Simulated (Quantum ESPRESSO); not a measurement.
Yb:

```
Yb
1.0
    -2.15148    2.15148    2.15148
     2.15148   -2.15148    2.15148
     2.15148    2.15148   -2.15148
Yb
1
Direct
  0.00000 0.00000 0.00000
```

This isn't the form of Yb at room conditions, which is fcc.

| Quantity | Value |
| --- | --- |
| Program | Quantum ESPRESSO 7.5 |
| Task | single point |
| Functional | PBEsol |
| Potentials or basis | SSSP 1.3 efficiency PBE |
| Cutoff | 748 eV |
| Density cutoff | 5987 eV |
| k mesh | 9 × 9 × 9 |
| Occupations | fermi-dirac, width 0.05 eV |
| Spin | collinear spin, ferromagnetic start |
| Starting moments | [1.0] μB |

On this cell: pressure -4.2 GPa; net moment 0.00 μB per cell; band gap on the k mesh none (metal or under the smearing width).

The same run follows on a disturbed copy (cell strained at random at fixed volume):

```xyz
1
Lattice="-2.0735 2.2226 2.1780 2.1305 -2.1176 2.1299 2.1041 2.1482 -2.0730" Properties=species:S:1:pos:R:3 pbc="T T T"
Yb   -0.0156   -0.0571   -0.0065
```

What changes?

The energy (extrapolated to zero smearing) moves by +7.8 meV/atom; pressure -4.2 GPa; net moment 0.00 μB per cell; band gap on the k mesh none (metal or under the smearing width).

Stress tensor (GPa, compression positive):
```
-4.18 -0.23 -0.48
-0.23 -4.28 -0.90
-0.48 -0.90 -4.27
```

Caveats: the potentials were made for another functional, which shifts forces and pressure; spin-orbit coupling is left out, which moves the levels of the heavy elements.
